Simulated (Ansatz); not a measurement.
TaN:

```xyz
4
Lattice="2.9218 0.0000 0.0000 -1.4609 2.5303 0.0000 0.0000 0.0000 5.9165" Properties=species:S:1:pos:R:3 pbc="T T T"
Ta    0.0000    0.0000    2.9583
Ta    0.0000    0.0000    0.0000
N     0.0000    1.6869    1.4791
N     1.4609    0.8434    4.4374
```

The cell comes from a database or a generator and needn't be the stable form of this composition.

```yaml
Program: Ansatz 0.2.0
Task: relaxation of cell and atoms
Functional: RPBE
Dispersion: D3(BJ)
Potentials_or_basis: Ansatz PAW
Cutoff: "420 eV (not typed: the program's choice for these potentials)"
k_mesh: 10 × 10 × 5
Occupations: fermi-dirac, width 0.05 eV
Spin: no spin polarisation
```

At the start: volume 10.94 Å³/atom.

Question: How do energy, volume and symmetry change on relaxing?

Answer: It ends after 8 steps and the volume is 9.76 Å³/atom (-10.7 %); space group P6_3/mmc (No. 194, to 0.05 Å).

Step by step:
```csv
step,energy change (eV),largest force (eV/Å),volume (Å³)
1,0.0000,0.0000,43.74
2,-0.5963,0.0000,38.38
3,-0.6123,0.0000,39.17
4,-0.6188,0.0000,39.11
5,-0.6189,0.0000,39.08
6,-0.6115,0.0000,39.08
7,-0.6116,0.0000,39.05
8,-0.6115,0.0000,39.05
```

Final structure:
```yaml
crystal:
  lattice:
    - [2.80832, 0.00000, 0.00000]
    - [-1.40416, 2.43208, 0.00000]
    - [0.00000, 0.00000, 5.71681]
  atoms:
    - { symbol: Ta, position: [0.00000, 0.00000, 0.50000] }
    - { symbol: Ta, position: [0.00000, 0.00000, 0.00000] }
    - { symbol: N, position: [0.33333, 0.66667, 0.25000] }
    - { symbol: N, position: [0.66667, 0.33333, 0.75000] }
```

Caveat: the plane-wave basis is chosen anew once the cell has moved, so the energies of steps on either side of that aren't comparable; the pressure holds a Pulay correction of +0.5 GPa for the finite cutoff; pairwise dispersion overbinds metals, which lowers pressure and volume; the PAW data sets come from PBE, with cores solved anew for the run's functional, which leaves a small shift of forces and pressure.
